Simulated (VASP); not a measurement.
Input of a VASP 6.6.1 run:

Contents of INCAR:

```
SYSTEM = Si2S
ALGO     = Fast           ! electronic algorithm
EDIFF    = 1E-6           ! SCF threshold, eV
ENCUT    = 520            ! plane-wave cutoff, eV
GGA      = PE             ! functional
ISIF     = 2              ! what is computed and relaxed
ISMEAR   = 0              ! smearing method
LASPH    = .True.         ! aspherical terms in the spheres
LCHARG   = .False.        ! write CHGCAR
LREAL    = .False.        ! projectors in reciprocal space
LWAVE    = .False.        ! write WAVECAR
NBANDS   = 14             ! bands
NELM     = 80             ! most SCF steps
PREC     = Accurate       ! precision mode
SIGMA    = 0.1            ! smearing width, eV
```

Contents of KPOINTS:

```
k-points
0
Gamma
  14 14 10
  0 0 0
```

POSCAR

```
Si2S
1.0
    3.4877005540      0.0000000000      0.0000000000
    0.0000000000      3.4877005540      0.0000000000
    0.0000000000      0.0000000000      4.9853698567
Si S
2 1
Direct
    0.0000000000      0.0000000000      0.0000000000
    0.5000000000      0.5000000000      0.5000000000
    0.0000000000      0.0000000000      0.5000000000
```

Potentials or basis: VASP PAW PBE potentials, release 64 (Si, S).

Launch:

```bash
$ cat potpaw_PBE.64/Si/POTCAR potpaw_PBE.64/S/POTCAR > POTCAR
$ mpirun -np 1 vasp_std > vasp.out
```

What does it give for the band gap on the k mesh?

None (metal or under the smearing width).

Estimate the pressure.

0.0 GPa.
